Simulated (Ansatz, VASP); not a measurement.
Given: the input of a run of Ansatz 0.2.0 on Al2O3.

input.yaml

```yaml
crystal:
  lattice:
    - [2.8254446524, 0.0, 0.0]
    - [-1.4127223262, 2.4469068459, 0.0]
    - [0.0, 0.0, 9.1461549695]
  atoms:
    - { symbol: Al, position: [0.0, 0.0, 0.85000767] }
    - { symbol: Al, position: [0.0, 0.0, 0.14999233] }
    - { symbol: O, position: [0.3333333333, 0.6666666667, 0.77768308] }
    - { symbol: O, position: [0.6666666667, 0.3333333333, 0.0] }
    - { symbol: O, position: [0.3333333333, 0.6666666667, 0.22231692] }
hamiltonian:
  xc: pbe
  pseudopotentials: { kind: paw }
kpoints:
  mp_grid: { grid: [11, 11, 3] }
scf:
  occupations: { method: fermi_dirac, width: 0.05 }
output:
  forces: true
  stress: true
  eigenvalues: true
```

Potentials or basis: Ansatz PAW.

Command:

```console
$ ansatz run input.yaml --threads 2 --pin off --max-ram 5120MiB --backend cpu --events-out ev --progress --plain --runs-dir out
```

Problem. Set up the same calculation for VASP 6.6.1. Potentials there: VASP PAW PBE potentials, release 64 (Al, O).

Solution. As run (the cutoff follows the program's own potentials):

Contents of INCAR:

```
SYSTEM = Al2O3
PREC = Accurate
ENCUT = 520
EDIFF = 1E-7
ISMEAR = -1
SIGMA = 0.05
LREAL = .False.
LASPH = .True.
NELM = 100
ALGO = Normal
ISIF = 2
LWAVE = .False.
LCHARG = .False.
GGA = PE
NBANDS = 20
```

File KPOINTS:

```
Automatic mesh
0
Gamma
  11 11 3
  0 0 0
```

File POSCAR:

```
Al2O3
1.0
    2.8254446524      0.0000000000      0.0000000000
   -1.4127223262      2.4469068459      0.0000000000
    0.0000000000      0.0000000000      9.1461549695
Al O
2 3
Direct
    0.0000000000      0.0000000000      0.8500076700
    0.0000000000      0.0000000000      0.1499923300
    0.3333333333      0.6666666667      0.7776830800
    0.6666666667      0.3333333333      0.0000000000
    0.3333333333      0.6666666667      0.2223169200
```

Potentials or basis: VASP PAW PBE potentials, release 64 (Al, O).

The run is started by

```console
$ cat potpaw_PBE.64/Al/POTCAR potpaw_PBE.64/O/POTCAR > POTCAR
$ mpirun -np 1 vasp_std > vasp.out
```

Both were run:

|  | VASP | Ansatz | Ansatz less VASP |
| --- | --- | --- | --- |
| gap on the k mesh at the Fermi level (eV) | 5.32 | 5.33 | +0.018 |
| least direct gap on the mesh (eV) | 5.59 | 5.60 | +0.016 |
| pressure (GPa) | 10.0 | 10.0 | -0.09 |
| largest component of the traceless stress (GPa) | 3.55 | 3.28 | -0.275 |
| rms of the force components (eV/Å) | 0.304 | 0.317 | +0.0131 |

Atom by atom the forces differ by 0.017 eV/Å (rms over components). With one functional, cell and mesh, what is left measures potentials, basis and numerics.

Caveats: an odd mesh through Γ misses points on the zone boundary, where band edges often lie (VASP); odd divisions of the mesh miss points on the zone boundary, where band edges often lie, so the gap on the mesh can be too wide (Ansatz); the pressure holds a Pulay correction of +0.6 GPa for the finite cutoff (Ansatz).
